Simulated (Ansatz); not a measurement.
## Ag in Al(111), 2x2: scattering by a point defect

Aim: the resistance that Ag in Al(111), 2x2 adds to the host.

Main program and level: Ansatz 0.2.0; Ansatz plane-wave DFT, PBE, PAW files; ballistic transport by layer matching (Landauer), zero bias; PAW set soft_1.

## Step 1: The starting structure

The cell holds 44 atoms: 43 Al and 1 Ag. Cell: a = 5.725 Å, b = 5.725 Å, c = 25.761 Å, α = 86.8°, β = 93.2°, γ = 120.0°. It derives from Al. Regions: lead, 24 atoms (24 Al); scattering region, 20 atoms (19 Al and 1 Ag). The structure is stacked along c, and the current runs across the ab planes.

## Step 2: Transmission at ideal sites

The defect sits in one plane of the supercell, all atoms on ideal sites; the layers about the cell's end are the lead. The mesh across the current, 12×12, is finer than the density's, because channels open and close sharply across the zone. Energies from -0.1 to 0.1 eV in steps of 0.05 eV are too few for the program's thermal sum, so it prints no conductance; for a metal the transmission near the Fermi level serves, at a fraction of the cost.

input.yaml

```yaml
crystal:
  lattice:
    - [5.7246940741, 0.0, 0.0]
    - [-2.862347037, 4.957730497, 0.0]
    - [-1.4311735185, 0.8262884162, 25.7080622609]
  atoms:
    - { symbol: Al, position: [0.0075757576, 0.9924242424, 0.0454545455] }
    - { symbol: Al, position: [0.0075757576, 0.4924242424, 0.0454545455] }
    - { symbol: Al, position: [0.5075757576, 0.9924242424, 0.0454545455] }
    - { symbol: Al, position: [0.5075757576, 0.4924242424, 0.0454545455] }
    - { symbol: Al, position: [0.1893939394, 0.3106060606, 0.1363636364] }
    - { symbol: Al, position: [0.1893939394, 0.8106060606, 0.1363636364] }
    - { symbol: Al, position: [0.6893939394, 0.3106060606, 0.1363636364] }
    - { symbol: Al, position: [0.6893939394, 0.8106060606, 0.1363636364] }
    - { symbol: Al, position: [0.3712121212, 0.1287878788, 0.2272727273] }
    - { symbol: Al, position: [0.3712121212, 0.6287878788, 0.2272727273] }
    - { symbol: Al, position: [0.8712121212, 0.1287878788, 0.2272727273] }
    - { symbol: Al, position: [0.8712121212, 0.6287878788, 0.2272727273] }
    - { symbol: Al, position: [0.053030303, 0.946969697, 0.3181818182] }
    - { symbol: Al, position: [0.053030303, 0.446969697, 0.3181818182] }
    - { symbol: Al, position: [0.553030303, 0.946969697, 0.3181818182] }
    - { symbol: Al, position: [0.553030303, 0.446969697, 0.3181818182] }
    - { symbol: Al, position: [0.2348484848, 0.2651515152, 0.4090909091] }
    - { symbol: Al, position: [0.2348484848, 0.7651515152, 0.4090909091] }
    - { symbol: Al, position: [0.7348484848, 0.2651515152, 0.4090909091] }
    - { symbol: Al, position: [0.7348484848, 0.7651515152, 0.4090909091] }
    - { symbol: Ag, position: [0.4166666667, 0.0833333333, 0.5] }
    - { symbol: Al, position: [0.4166666667, 0.5833333333, 0.5] }
    - { symbol: Al, position: [0.9166666667, 0.0833333333, 0.5] }
    - { symbol: Al, position: [0.9166666667, 0.5833333333, 0.5] }
    - { symbol: Al, position: [0.0984848485, 0.9015151515, 0.5909090909] }
    - { symbol: Al, position: [0.0984848485, 0.4015151515, 0.5909090909] }
    - { symbol: Al, position: [0.5984848485, 0.9015151515, 0.5909090909] }
    - { symbol: Al, position: [0.5984848485, 0.4015151515, 0.5909090909] }
    - { symbol: Al, position: [0.2803030303, 0.2196969697, 0.6818181818] }
    - { symbol: Al, position: [0.2803030303, 0.7196969697, 0.6818181818] }
    - { symbol: Al, position: [0.7803030303, 0.2196969697, 0.6818181818] }
    - { symbol: Al, position: [0.7803030303, 0.7196969697, 0.6818181818] }
    - { symbol: Al, position: [0.4621212121, 0.0378787879, 0.7727272727] }
    - { symbol: Al, position: [0.4621212121, 0.5378787879, 0.7727272727] }
    - { symbol: Al, position: [0.9621212121, 0.0378787879, 0.7727272727] }
    - { symbol: Al, position: [0.9621212121, 0.5378787879, 0.7727272727] }
    - { symbol: Al, position: [0.1439393939, 0.8560606061, 0.8636363636] }
    - { symbol: Al, position: [0.1439393939, 0.3560606061, 0.8636363636] }
    - { symbol: Al, position: [0.6439393939, 0.8560606061, 0.8636363636] }
    - { symbol: Al, position: [0.6439393939, 0.3560606061, 0.8636363636] }
    - { symbol: Al, position: [0.3257575758, 0.1742424242, 0.9545454545] }
    - { symbol: Al, position: [0.3257575758, 0.6742424242, 0.9545454545] }
    - { symbol: Al, position: [0.8257575758, 0.1742424242, 0.9545454545] }
    - { symbol: Al, position: [0.8257575758, 0.6742424242, 0.9545454545] }
kpoints:
  mp_grid: { grid: [5, 5, 1] }
hamiltonian:
  xc: pbe
  pseudopotentials: { kind: paw, azcp: { folder: soft_1 } }
scf:
  occupations: { method: fermi_dirac, width: 0.1 }
output:
  transmission: { leads: [[0, 4]], kmesh: [12, 12], e_range: [-0.1, 0.1], de: 0.05 }
  write_potential: true
  write_density: true
  volumetric_format: npy
  elf: true
```

Launch:

```bash
> ansatz run input.yaml --threads 4 --pin off --max-ram 15360MiB --backend cpu --events-out ev --progress --plain --runs-dir out
```

Numbers of over 12 decimals in the logs are rounded to 6 here.

What it wrote:

```text
Engine: ansatz 0.2.0, x86_64-unknown-linux-gnu
Pseudopotentials: kind: paw
Pseudopotential: Al, paw, valence charge 3, recommended cutoff 420 eV (normal), soft_1/Al.paw.azcp
Pseudopotential: Ag, paw, valence charge 19, recommended cutoff 420 eV (normal), soft_1/Ag.paw.azcp
Functional definition: PBE
  parameter kappa = 0.804
  parameter beta = 0.066725
  exchange = pbe_x(kappa = kappa, mu = beta*pi^2/3)
  correlation = pbe_c(beta = beta)
Crystal: 44 atoms, lattice volume = 729.633 Å³
Basis set: ecut = 420 eV, 14337 PW (Γ)
Bands: 118, of which v1, the nominal top of the filled ones, is band 74 counted from 1 (73 counted from 0)
Symmetry: 4 space group operations
Space group: C2/m (ITA 12), of the structure as read, at distance tolerance 9.0e-5 Å
k-points: 9 of 25
Non-local potential: Al, projectors of the file, l = 0: 2, l = 1: 2, l = 2: 1
Non-local potential: Ag, projectors of the file, l = 0: 3, l = 1: 2, l = 2: 2, l = 3: 1
PAW form: soft (Blöchl's): semilocal exchange-correlation on the pseudo side does not see the compensation charge
PAW one-centre angular grid: Al, 110 points (default); XC on 64 Gauss nodes
PAW one-centre angular grid: Ag, 590 points (default); XC on 64 Gauss nodes
Initial density: superposition of atomic densities (chi_scale 0.1, normalization cell, long waves 41 % of neutral atoms (reshape's long-wave potential 1.41 eV rms, cloud 2.66 Å wide))
Initial wavefunctions: pseudopotential atomic-orbital guess
Functional: x = pbe(κ = 0.804, μ = 0.219515), c = pbe(β = 0.066725)
SCF iter   1: F=—  HF=-30726.072258 eV  |F-HF|=—  |Δ(HF+E_count)|=         —  Δρ=1.54e-1  dr2=1.61e3  ethr=3.10e-3  ⟨swp⟩=6.7  Hψ=4906  notcnv=0  defer=18
preconditioner: auto → Kerker (q_TF=auto, 2.091 Å⁻¹)  [metal: Δε(μ)=0.064 eV  Ē_g=6.605 eV  σ=0.100 eV  W_gap=0.16  n_scr=96 (ndim 8)  ℏωp=16.3 eV  f_vac=0.000  D(μ)=19.92/eV (n_scr^D=122)]
SCF iter   2: F=—  HF=-30711.944775 eV  |F-HF|=—  |Δ(HF+E_count)|=    1.41e1  Δρ=6.74e-2  dr2=4.07e2  ethr=3.10e-3  ⟨swp⟩=3.3  Hψ=2308  notcnv=0  defer=72
SCF iter   3: F=—  HF=-30705.844387 eV  |F-HF|=—  |Δ(HF+E_count)|=    6.10e0  Δρ=3.12e-2  dr2=4.62e1  ethr=3.10e-3  ⟨swp⟩=4.0  Hψ=2215  notcnv=0  defer=78
SCF iter   4: F=—  HF=-30704.723197 eV  |F-HF|=—  |Δ(HF+E_count)|=    1.12e0  Δρ=2.20e-2  dr2=1.55e1  ethr=3.10e-3  ⟨swp⟩=2.0  Hψ=1172  notcnv=0  defer=83
SCF iter   5: F=—  HF=-30703.581923 eV  |F-HF|=—  |Δ(HF+E_count)|=    1.14e0  Δρ=1.02e-2  dr2=4.13e0  ethr=3.10e-3  ⟨swp⟩=2.8  Hψ=1581  notcnv=0  defer=84
SCF iter   6: F=—  HF=-30703.330427 eV  |F-HF|=—  |Δ(HF+E_count)|=   2.51e-1  Δρ=7.07e-3  dr2=1.31e0  ethr=2.79e-3  ⟨swp⟩=1.0  Hψ=1140  notcnv=0  defer=89
SCF iter   7: F=—  HF=-30703.268173 eV  |F-HF|=—  |Δ(HF+E_count)|=   6.23e-2  Δρ=5.07e-3  dr2=7.82e-1  ethr=8.83e-4  ⟨swp⟩=1.7  Hψ=1087  notcnv=0  defer=86
SCF iter   8: F=—  HF=-30703.176522 eV  |F-HF|=—  |Δ(HF+E_count)|=   9.17e-2  Δρ=1.05e-3  dr2=2.09e-2  ethr=5.28e-4  ⟨swp⟩=2.3  Hψ=1381  notcnv=0  defer=86
SCF iter   9: F=—  HF=-30703.175192 eV  |F-HF|=—  |Δ(HF+E_count)|=   1.33e-3  Δρ=9.57e-5  dr2=2.01e-4  ethr=1.41e-5  ⟨swp⟩=2.2  Hψ=1542  notcnv=0  defer=86
SCF iter  10: F=—  HF=-30703.175126 eV  |F-HF|=—  |Δ(HF+E_count)|=   6.58e-5  Δρ=1.11e-5  dr2=4.55e-6  ethr=1.36e-7  ⟨swp⟩=2.0  Hψ=1613  notcnv=0  defer=86
SCF iter  11: F=—  HF=-30703.175156 eV  |F-HF|=—  |Δ(HF+E_count)|=   3.02e-5  Δρ=4.48e-6  dr2=1.42e-7  ethr=3.07e-9  ⟨swp⟩=2.0  Hψ=1647  notcnv=0  defer=86
SCF iter  12: F=-30703.175156 eV  HF=-30703.175156 eV  |F-HF|=1.13e-9  |Δ(HF+E_count)|=   2.49e-8  Δρ=4.84e-7  dr2=1.84e-9  ethr=6.76e-11  ⟨swp⟩=15.3  Hψ=4935  notcnv=0
SCF 1 converged in 12 iterations: F = -30703.175156 eV  dr2 = 1.84e-9
  greatest PAW one-centre occupation: 1.002 electrons in one spin orbital (limit 2), on the Ag atom at site 20 (counted from 0), in its partial waves of l = 0
transmission: 142 of 1376 steps passed
transmission: 278 of 1376 steps passed
[...]
transmission: 1376 of 1376 steps passed
SCF converged after 12 iterations
Free energy (F): -30703.175156 eV
Harris-Foulkes:  -30703.175156 eV  (|F-HF|=1.13e-9)
Internal energy: -30702.514973 eV  (E = F + TS)
E sigma→0 (E₀):  -30702.845065 eV
Entropy (-TS):   -0.660183 eV (-15.004 meV/atom)
Fermi energy:    8.220890 eV
--- Per-component energies (eV) ---
  E_band       = 51.115677
  E_kinetic    = 1431.214313
  E_local      = -6375.230046  (includes V_loc(G=0)·N_el)
  E_nonlocal   = 459.198619
  E_hartree    = 3318.584175
  E_xc         = -1778.379904
  E_vxc        = -1454.141279  (∫ρ·V_xc dr)
  E_paw        = -24137.521440  (= ΣΔE_a)
  E_vpaw       = -647.094725  (= ΣTr[D̂ρ^β])
  E_aug_tail   = 0.000298  (compensation charges beyond the density's cutoff)
  E_ewald      = -3620.380989
  E_smearing   = -0.660183  (= −TS)
  E_closure    = -0.000000  (closes the sum)
  Σ components = -30703.175156   (vs F -30703.175156, Δ=0.00e0)
--- Band table (eV; the first three rows and the last of 9) ---
  k-point 0: bands = [... 70 lower, 6.9353, 6.9682, 7.0273, 7.0474, 7.2390, 7.2961, 7.6727, 7.7772, ... 40 higher]
  k-point 1: bands = [... 70 lower, 7.2276, 7.2587, 7.3372, 7.5618, 7.6220, 7.8404, 7.9868, 8.0249, ... 40 higher]
  k-point 2: bands = [... 70 lower, 8.2623, 8.2871, 8.3490, 8.4087, 8.4726, 8.5050, 8.5536, 8.6129, ... 40 higher]
  k-point 8: bands = [... 70 lower, 8.1921, 8.2859, 8.3159, 8.3504, 8.3750, 8.4822, 8.5535, 8.5769, ... 40 higher]
--- Transmission ---
  basis      : 253 plane waves across, 32 finite elements along
  points     : 43, standing for a mesh of 12 x 12
  energies   : 5 from -0.100000 to 0.100000 eV about the Fermi level, 0.050000 eV apart; the leads are filled to 0.000000 eV, and channels, transmission and decay are at 0.000000 eV
  crystal 0  : Al4, at the sites [0, 4], period 2.3371 Å, over 23.37 Å; its Hamiltonian steps by up to 15.3 meV
    offset         : up to 0.0000 Å between an atom of the period and one for which it stands
    channels       : 5.562500e0 a spin
    conductance    : none, the energies end too early or step too widely for 300 K: set another output.transmission.e_range or a lower de, or, where they end at an eighth of basis.ecutwfc, a higher one
  junction   : crystal 0 to crystal 0, 0.70 to 24.07 Å
    transmission   : 4.566226e0 a spin
    conductance    : none, the energies end too early or step too widely for 300 K: set another output.transmission.e_range or a lower de, or, where they end at an eighth of basis.ecutwfc, a higher one
```

The job ended after 3.9 min (4 threads of Intel Xeon Platinum 8259CL at 2.50GHz (Skylake/Cascade Lake), shared host; peak memory 2.4 GiB; 14 min of CPU time).

Numbers from this step:

* free energy: -30703.1752 eV
* energy at zero smearing: -30702.8451 eV
* Fermi energy: 8.221 eV
* cell area: 28.38 Å²
* transmission per spin nearest the Fermi level: 4.566
* open channels per spin nearest the Fermi level: 5.562
* step of the lead's potential: 15.3 meV

Per spin. Transmission, zone mean against energy, zero at the Fermi level:

```
energy (eV)  transmission, zone mean
    -0.1000                     4.54
    -0.0500                     4.55
     0.0000                     4.57
     0.0500                     4.62
     0.1000                     4.69
```

Per spin. Open channels, zone mean, lead against energy, zero at the Fermi level:

```
energy (eV)  open channels, zone mean, lead
    -0.1000                            5.59
    -0.0500                            5.59
     0.0000                            5.56
     0.0500                            5.51
     0.1000                            5.67
```

Transmission over k1 and k2. At 0.0000 eV from the Fermi level.

Ten even steps from '_' (2.27) to '@' (6.43):
```
--**==****==**--__::::__
--==--%%%%%%--==--::..::
::**%%++@@@@++%%**::::::
--**%%@@@@**@@@@%%**--__
--==%%@@**@@@@**@@%%==--
::**--++@@@@@@@@@@++--**
----==%%@@**@@@@**@@%%==
--__--**%%@@@@**@@@@%%**
::::::::**%%++@@@@++%%**
--::..::--==--%%%%%%--==
--__::::__--**==****==**
::----::----::----::----
```
Columns: k1 (b1) from -0.5 to 0.417; rows upwards: k2 (b2) from -0.5 to 0.417.

Open channels over k1 and k2. At 0.0000 eV from the Fermi level.

Ten even steps from '0' (3.00) to '9' (7.00):
```
577997750220
572999275202
299599599222
299995999950
579959959975
272599999527
557995995997
205999959999
222299599599
520257299927
502205779977
255225252255
```
Columns: k1 (b1) from -0.5 to 0.417; rows upwards: k2 (b2) from -0.5 to 0.417.

ELF in the ca plane at fractional y = 0.083, with atoms of Ag and Al within 0.2 Å of it. It is the smooth field of the valence electrons, not physical close to the nuclei.

Values, 8 rows by 16 columns, each cell a mean:
```
0.57 0.47 0.21 0.58 0.59 0.34 0.39 0.60 0.48 0.15 0.58 0.58 0.33 0.40 0.59 0.53
0.58 0.47 0.16 0.58 0.60 0.40 0.46 0.60 0.53 0.34 0.54 0.60 0.52 0.51 0.52 0.57
0.53 0.46 0.57 0.56 0.44 0.56 0.61 0.52 0.38 0.35 0.38 0.54 0.61 0.53 0.47 0.56
0.50 0.43 0.58 0.56 0.48 0.51 0.56 0.54 0.28 0.38 0.29 0.57 0.43 0.46 0.61 0.53
0.57 0.47 0.21 0.58 0.59 0.35 0.40 0.49 0.33 0.65 0.30 0.52 0.34 0.40 0.60 0.52
0.59 0.47 0.16 0.58 0.60 0.40 0.47 0.53 0.28 0.40 0.29 0.58 0.53 0.51 0.52 0.57
0.53 0.46 0.57 0.56 0.44 0.56 0.61 0.51 0.34 0.34 0.39 0.54 0.61 0.53 0.47 0.56
0.50 0.43 0.59 0.56 0.48 0.52 0.56 0.58 0.51 0.37 0.55 0.60 0.43 0.46 0.60 0.53
```
Columns run along c (16.0 Å, from fractional 0.14 to 0.77 of the cell), rows up along a (5.7 Å). Atoms in or near the plane, at fractional coordinates: Ag at (0.50, 0.42), Al at (0.50, 0.92).

Electrostatic potential energy in the ca plane at fractional y = 0.083, with atoms of Ag and Al within 0.2 Å of it. With pseudopotentials it is smooth inside the atoms' cores, unlike the true potential.

Values in eV, 8 rows by 16 columns, each cell a mean:
```
 7.9  0.3 -2.1  3.3  7.0  9.1  9.1  8.7 -1.1  6.1  1.4  8.6  9.5  8.6  7.5  0.0
 8.1 -1.0 -0.7  3.2  5.7  8.0  7.6  6.6  2.1 -3.8  5.3  4.0  6.7  1.4 -1.9  6.2
 7.0  6.3  1.4  6.2 -6.1  1.7  2.8  1.0  8.1  6.2  7.9 -1.1  4.6 -1.5 -4.3  6.7
 6.4  7.8  3.3  6.2 -4.4  3.5  5.4  4.6  2.8 -7.1  4.5  5.6  8.2  6.8  5.9  0.4
 7.9  0.4 -2.1  3.3  6.9  9.0  9.0  8.5 -3.2 -6.3  0.4  8.4  9.4  8.6  7.5  0.0
 8.1 -1.0 -0.6  3.2  5.7  8.0  7.6  6.5  1.1 -7.4  5.0  3.9  6.7  1.4 -2.0  6.3
 7.0  6.3  1.5  6.2 -6.1  1.8  2.9  1.0  8.1  5.9  7.9 -1.0  4.6 -1.4 -4.2  6.6
 6.4  7.9  3.5  6.3 -4.5  3.4  5.3  4.6  3.5 -4.2  5.0  5.7  8.2  6.7  5.8  0.4
```
Columns run along c (16.0 Å, from fractional 0.14 to 0.77 of the cell; values clipped at the 3rd and 97th percentile), rows up along a (5.7 Å). Atoms in or near the plane, at fractional coordinates: Ag at (0.50, 0.42), Al at (0.50, 0.92).

Valence density in the ca plane at fractional y = 0.083, with atoms of Ag and Al within 0.2 Å of it. It is the smooth field of the valence electrons, not physical close to the nuclei.

Ten steps, logarithmic in the rise over the least value, from '0' (0 e/Å³) to '9' (18 e/Å³), each cell a mean:
```
11011000111111000001111100001111100000111110
11111000111110000001111100001111100000111111
11111000111111000011111100011111110001111111
11111000111111100111110111110011111111011111
11001111111111111111110011110011111111011111
10000111111100111111100112211011111111111111
10000111111111111111111245541111110001111111
11001111111111100011111378863111100000111110
11111000111111000001111489973111100000111111
11111000111111000001111478862111100001111111
11111000111111000011111245531111111111111111
11011111111111111111110112211011111111001111
11000111111101111111100011110011111111111111
10000111111101111111110011111011110001111111
11000111111111100011111100011111100000111110
```
Columns run along c (16.0 Å, from fractional 0.14 to 0.77 of the cell), rows up along a (5.7 Å). Atoms in or near the plane, at fractional coordinates: Ag at (0.50, 0.42), Al at (0.50, 0.92).

Over the solved energies the transmission per spin lies between 4.54 and 4.69, out of 5.58 channels of the lead on average (up to 5.67).

## Step 3: Resistance at ideal sites

This step: Ansatz plane-wave DFT, PBE, PAW files; ballistic transport by layer matching (Landauer), zero bias; area resistance of the defect plane and resistivity an atomic per cent; PAW set soft_1 (Ansatz 0.2.0).

This step gave:

```yaml
area_resistance: 0.1406 fΩ m²
t_over_the_leads_mean_channel_count: 0.8243
resistivity_per_at_scaled_from_this_dense_plane_with_the_factor_3_over_4_for_isotropic_scattering: 1.804 µΩ cm
```

Averaged over the energies near the Fermi level, 82.4 % of the channels pass, which makes 0.141 fΩ m².

By hand, with T and the leads' channels N averaged over the energies near the Fermi level: RA = A (h/2e²)(1/T − 1/N) = 28.38×10⁻²⁰ m² × 12 906 Ω × (1/4.578 − 1/5.553) = 0.141 fΩ m². Per atomic per cent: RA × A / V_atom × 0.01 × 3/4 = 1.80 µΩ cm, with the host's V_atom = 16.58 Å³.

## Step 4: What came out

```yaml
share_of_channels_that_pass_rigid: 0.824
area_resistance_rigid: 0.141 fΩ m²
resistivity_per_at_from_the_area_resistance_times_3_over_4_rigid: 1.80 µΩ cm
```

In words: The plane of defects adds 0.14 fΩ m². Scaled to one atomic per cent that is 2.4 µΩ cm as it stands and 1.8 with the factor 3/4 for isotropic scattering on a spherical Fermi surface; with the reflection in place of the resistance taken as linear in the density it would be 1.5. These are rough estimates of the dilute value, not bounds. One Ag in each 2x2 cell reflects 18 % of the lead's channels. The defects form a dense periodic sheet that scatters coherently, unlike a dilute random alloy. T and N are means over the solved energies nearest the Fermi level.

[Logs are printed without paths, hosts, clocks, repeated set-up lines and the standing remarks that a program may print on its own settings, such as how far it seeks lower states.]

[Hosts, paths, dates, database ids (printed as entryN), source tags and the programs' standing remarks are cut or masked in the printed files.]
